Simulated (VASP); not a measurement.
# Al (Fm-3m) in VASP: further runs

One crystal, Al, is run at these levels: LDA; tasks: single point.

Everything below comes from runs of VASP 6.6.1. Logs are shortened: lines on timing, memory, paths and dates and some standing lists are left out, and cuts for length are marked.

## (1) The undisturbed crystal

Symmetry: Fm-3m, No. 225, cubic system. Conventional cell: a = 4.050 Å, b = 4.050 Å, c = 4.050 Å, α = 90.00°, β = 90.00°, γ = 90.00°. Al (site symmetry m-3m) has 12 Al at 2.86 Å as nearest neighbours.

## (2) Single point, LDA (grid = ENCUT=350 dk=0.6 cell=3x3x3 ISMEAR=1 SIGMA=0.1 LREAL=Auto EDIFF=1e-06)

INCAR

```
PREC = Accurate
ENCUT = 350
EDIFF = 1E-6
ISMEAR = 1
SIGMA = 0.1
LREAL = Auto
LASPH = T
NELM = 120
ALGO = Fast
ISIF = 2
LWAVE = F
LCHARG = F
NBANDS = 68
```

KPOINTS

```
Automatic mesh
0
Gamma
  2 2 2
```

POSCAR

```
Al
1.0
    0.0000000000      6.0744150000      6.0744150000
    6.0744150000      0.0000000000      6.0744150000
    6.0744150000      6.0744150000      0.0000000000
Al
27
Direct
    0.0000000000      0.0000000000      0.0000000000
    0.0000000000      0.0000000000      0.3333333333
    0.0000000000      0.0000000000      0.6666666667
    0.0000000000      0.3333333333      0.0000000000
    0.0000000000      0.3333333333      0.3333333333
    0.0000000000      0.3333333333      0.6666666667
    0.0000000000      0.6666666667      0.0000000000
    0.0000000000      0.6666666667      0.3333333333
    0.0000000000      0.6666666667      0.6666666667
    0.3333333333      0.0000000000      0.0000000000
    0.3333333333      0.0000000000      0.3333333333
    0.3333333333      0.0000000000      0.6666666667
    0.3333333333      0.3333333333      0.0000000000
    0.3333333333      0.3333333333      0.3333333333
    0.3333333333      0.3333333333      0.6666666667
    0.3333333333      0.6666666667      0.0000000000
    0.3333333333      0.6666666667      0.3333333333
    0.3333333333      0.6666666667      0.6666666667
    0.6666666667      0.0000000000      0.0000000000
    0.6666666667      0.0000000000      0.3333333333
    0.6666666667      0.0000000000      0.6666666667
    0.6666666667      0.3333333333      0.0000000000
    0.6666666667      0.3333333333      0.3333333333
    0.6666666667      0.3333333333      0.6666666667
    0.6666666667      0.6666666667      0.0000000000
    0.6666666667      0.6666666667      0.3333333333
    0.6666666667      0.6666666667      0.6666666667
```

Potentials or basis: VASP PAW LDA potentials, release 64 (Al).

Launch:

```console
$ cat potpaw_LDA.64/Al/POTCAR > POTCAR
$ mpirun -np 1 vasp_std > vasp.out
```

OUTCAR:

```text
PREC = Accurate
   ENCUT = 350
   EDIFF = 1E-6
   ISMEAR = 1
   LREAL = Auto
   LASPH = T
   NELM = 120
   ISIF = 2

 Found      3 irreducible k-points:

 Following reciprocal coordinates:
            Coordinates               Weight
  0.000000  0.000000  0.000000      1.000000
  0.500000  0.000000  0.000000      4.000000
  0.500000  0.500000  0.000000      3.000000
   k-points           NKPTS =      3   k-points in BZ     NKDIM =      3   number of bands    NBANDS=     68
   number of dos      NEDOS =    301   number of ions     NIONS =     27
   total plane-waves  NPLWV = 157464
   dimension x,y,z NGX =    54 NGY =   54 NGZ =   54
   dimension x,y,z NGXF=   108 NGYF=  108 NGZF=  108
   ions per type =              27
   NGX,Y,Z   is equivalent  to a cutoff of  10.45, 10.45, 10.45 a.u.
   NGXF,Y,Z  is equivalent  to a cutoff of  20.90, 20.90, 20.90 a.u.
 SYSTEM =  unknown system
   PREC   = accura    normal or accurate (medium, high low for compatibility)
   ISTART =      0    job   : 0-new  1-cont  2-samecut
   ICHARG =      2    charge: 1-file 2-atom 10-const
   ISPIN  =      1    spin polarized calculation?
   LNONCOLLINEAR =      F non collinear calculations
   LSORBIT =      F    spin-orbit coupling
   LASPH  =      T    aspherical Exc in radial PAW
   ENCUT  =  350.0 eV  25.72 Ry    5.07 a.u.  13.10 13.10 13.10*2*pi/ulx,y,z
   NELM   =    120;   NELMIN=  2; NELMDL= -5     # of ELM steps
   EDIFF  = 0.1E-05   stopping-criterion for ELM
   LREAL  =      T    real-space projection
   EDIFFG = 0.1E-04   stopping-criterion for IOM
   NSW    =      0    number of steps for IOM
[... 5 lines left out ...]
   TEBEG  =    0.0;   TEEND  =   0.0 temperature during run
   PSTRESS=    0.0 pullay stress
   NELECT =      81.0000    total number of electrons
   NUPDOWN=      -1.0000    fix difference up-down
   EMIN   =  10.00;   EMAX   =-10.00  energy-range for DOS
   EFERMI =   0.00;   METHOD = LEGACY
   ISMEAR =     1;   SIGMA  =   0.10  broadening in eV -4-tet -1-fermi 0-gaus
   EFERMI_NEDOS =   21; number of points for ismear=-14 and -15
   IALGO  =     68    algorithm
   IMIX   =      4    mixing-type and parameters
     AMIX     =   0.40;   BMIX     =  1.00
     AMIX_MAG =   1.60;   BMIX_MAG =  1.00
  volume/ion in A,a.u.               =      16.60       112.04
  Fermi-wavevector in a.u.,A,eV,Ry     =   0.925526  1.748991 11.654733  0.856599
  Thomas-Fermi vector in A             =   2.051390
   LORBIT       =      0    0 simple, 1 ext, 2 COOP (PROOUT), +10 PAW based schemes
   GGA     = CA    functional components
   LHFCALC =     F    Hartree Fock is set to
   AEXX    =    0.0000 exact exchange contribution
   IVDW    =     0    specifies the selected vdW correction
   LEPSILON=     F    determine dielectric tensor
   LRPA    =     F    only Hartree local field effects (RPA)
 non-spin polarized calculation
 RMM-DIIS sequential band-by-band and
 Methfessel and Paxton  Order N= 1 SIGMA  =   0.10
  energy-cutoff  :      350.00
  volume of cell :      448.27
 maximum number of plane-waves:      6710
 NGX is ok and might be reduce to    54
   NGX = 27   NGY = 27   NGZ = 27

 number of electron      80.9999999 magnetization

 Free energy of the ion-electron system (eV)
  ---------------------------------------------------
  ext. energy  EPLUGINS =         0.00000000
  ---------------------------------------------------
  free energy    TOTEN  =      -114.71859244 eV

  energy without entropy =     -114.68816429  energy(sigma->0) =     -114.70844972

 E-fermi :   8.0721     XC(G=0): -10.3209

 val. band max:        7.0691797691   @ k =   0.5000   0.5000   0.0000
 cond. band min:       8.0795556018   @ k =   0.0000   0.0000   0.0000
 fundamental gap:      1.0103758327
 Fermi energy:         8.0720704679

 k-point     1 :       0.0000    0.0000    0.0000
  band No.  band energies     occupation
      1      -3.3312      2.00000
      2      -0.3605      2.00000
      3      -0.3605      2.00000
      4      -0.3605      2.00000
      5      -0.3605      2.00000
      6      -0.3605      2.00000
[... 44 lines left out ...]
     51       8.0796      0.87370
     52       8.2159     -0.06055

 k-point     2 :       0.5000    0.0000    0.0000
  band No.  band energies     occupation
      1      -2.5826      2.00000
      2      -2.5826      2.00000
      3      -0.6058      2.00000
      4      -0.6058      2.00000
      5      -0.6058      2.00000
      6      -0.6058      2.00000
[... 44 lines left out ...]
     51       9.1817     -0.00000
     52       9.1817     -0.00000

 k-point     3 :       0.5000    0.5000    0.0000
  band No.  band energies     occupation
      1      -2.3339      2.00000
      2      -2.3339      2.00000
      3      -1.3438      2.00000
      4      -1.3438      2.00000
      5      -1.3438      2.00000
      6      -1.3438      2.00000
[... 44 lines left out ...]
     51       9.4354     -0.00000
     52       9.4354     -0.00000
 [bands above 52 left out]

------------------------ aborting loop because EDIFF is reached ----------------------------------------

  FORCE on cell =-STRESS in cart. coord.  units (eV):
  Direction    XX          YY          ZZ          XY          YZ          ZX
  --------------------------------------------------------------------------------------
  -------------------------------------------------------------------------------------
  Total       -8.8740565     -8.8740565     -8.8740565      0.0000000      0.0000000     -0.0000000
  in kB      -31.7168026    -31.7168026    -31.7168026      0.0000000      0.0000000     -0.0000000
  external PRESSURE =     -31.7168026 kB  Pullay stress =       0.0000000 kB

 VOLUME and BASIS-vectors are now :
 -----------------------------------------------------------------------------
  energy-cutoff  :      350.00
  volume of cell :      448.27
      direct lattice vectors                 reciprocal lattice vectors
     0.000000000  6.074415000  6.074415000    -0.082312453  0.082312453  0.082312453
     6.074415000  0.000000000  6.074415000     0.082312453 -0.082312453  0.082312453
     6.074415000  6.074415000  0.000000000     0.082312453  0.082312453 -0.082312453

 POSITION                                       TOTAL-FORCE (eV/Angst)
 -----------------------------------------------------------------------------------
      0.00000      0.00000      0.00000        -0.000000     -0.000000     -0.000000
      2.02480      2.02480      0.00000         0.000000      0.000000      0.000000
      4.04961      4.04961      0.00000        -0.000000     -0.000000      0.000000
      2.02480      0.00000      2.02480        -0.000000     -0.000000      0.000000
      4.04961      2.02480      2.02480         0.000000      0.000000     -0.000000
      6.07442      4.04961      2.02480         0.000000     -0.000000      0.000000
[... 19 lines left out ...]
      6.07442      6.07442      8.09922         0.000000     -0.000000     -0.000000
      8.09922      8.09922      8.09922         0.000000     -0.000000      0.000000
 -----------------------------------------------------------------------------------
    total drift:                               -0.000000     -0.000000     -0.000000

  FREE ENERGIE OF THE ION-ELECTRON SYSTEM (eV)
  ---------------------------------------------------
  free  energy   TOTEN  =      -114.7185924412 eV

  energy  without entropy=     -114.6881642877  energy(sigma->0) =     -114.70844972
```

OSZICAR:

```text
N       E                     dE             d eps       ncg     rms          rms(c)
DAV:   1     0.455850697905E+02    0.45585E+02   -0.21019E+04   408   0.682E+02
DAV:   2    -0.108346041314E+03   -0.15393E+03   -0.14277E+03   512   0.113E+02
DAV:   3    -0.115409233312E+03   -0.70632E+01   -0.68886E+01   488   0.196E+01
DAV:   4    -0.115476939951E+03   -0.67707E-01   -0.67523E-01   480   0.229E+00
DAV:   5    -0.115477509605E+03   -0.56965E-03   -0.56960E-03   460   0.216E-01    0.690E+00
RMM:   6    -0.115015175254E+03    0.46233E+00   -0.63374E-02   408   0.635E-01    0.395E+00
RMM:   7    -0.114720588397E+03    0.29459E+00   -0.14757E-01   423   0.953E-01    0.543E-01
RMM:   8    -0.114718490935E+03    0.20975E-02   -0.77818E-03   438   0.269E-01    0.127E-01
RMM:   9    -0.114718589176E+03   -0.98241E-04   -0.96725E-04   445   0.125E-01    0.615E-02
RMM:  10    -0.114718603552E+03   -0.14376E-04   -0.15289E-04   449   0.356E-02    0.153E-01
RMM:  11    -0.114718591997E+03    0.11556E-04   -0.22024E-05   452   0.189E-02    0.480E-02
RMM:  12    -0.114718592441E+03   -0.44430E-06   -0.45561E-06   432   0.696E-03
   1 F= -.11471859E+03 E0= -.11470845E+03  d E =-.304282E-01
```

stdout:

```text
POSCAR found type information on POSCAR Al
 POSCAR found :  1 types and      27 ions
 scaLAPACK will be used
 LDA part: xc-table for (Slater(with rela. corr.)+CA(PZ))
 , standard interpolation
 POSCAR, INCAR and KPOINTS ok, starting setup
 FFT: planning ... GRIDC
 FFT: planning ... GRID_SOFT
 FFT: planning ... GRID
 WAVECAR not read
 entering main loop
```

Run time: 92 s. Hardware: 1 thread of Intel Xeon Platinum 8488C (Sapphire Rapids), shared host; peak memory 0.27 GiB.

These settings aren't checked as converged: the numbers below hold their error.

What came out:

```
Free energy            : -114.7186 eV
Pressure               : -3.2 GPa
Band gap on the k mesh : none (metal or under the smearing width)
```

Caveat: the k mesh is coarse (spacing up to 0.45 Å⁻¹), so the values aren't converged.

## (3) Single point, LDA (grid = ENCUT=350 dk=0.45 cell=3x3x3 ISMEAR=1 SIGMA=0.1 LREAL=Auto EDIFF=1e-06)

INCAR is that of step 2.

KPOINTS is that of step 2.

POSCAR is that of step 2.

Potentials or basis: VASP PAW LDA potentials, release 64 (Al).

Launch:

```console
$ cat potpaw_LDA.64/Al/POTCAR > POTCAR
$ mpirun -np 1 vasp_std > vasp.out
```

It took 1.7 min on 1 thread of Intel Xeon Platinum 8488C (Sapphire Rapids), shared host; peak memory 0.27 GiB.

These settings aren't checked as converged: the numbers below hold their error.

Results:

- Free energy: -114.7186 eV
- Pressure: -3.2 GPa
- Band gap on the k mesh: none (metal or under the smearing width)

Caveat: the k mesh is coarse (spacing up to 0.45 Å⁻¹), so the values aren't converged.

## (4) Single point, LDA (grid = ENCUT=350 dk=0.35 cell=3x3x3 ISMEAR=1 SIGMA=0.1 LREAL=Auto EDIFF=1e-06)

INCAR is that of step 3.

KPOINTS

```
Automatic mesh
0
Gamma
  3 3 3
```

POSCAR is that of step 3.

Launch:

```console
$ cat potpaw_LDA.64/Al/POTCAR > POTCAR
$ mpirun -np 1 vasp_std > vasp.out
```

Wall time 2.4 min (1 thread of Intel Xeon Platinum 8488C (Sapphire Rapids), shared host); peak memory 0.28 GiB.

The run converged, but some of its settings lie outside the range that counts as converged, so its numbers aren't taken as properties of the crystal.

What came out:

| Property | Result |
| --- | --- |
| Free energy | -112.1121 eV |
| Pressure | -3.4 GPa |
| Band gap on the k mesh | none (metal or under the smearing width) |
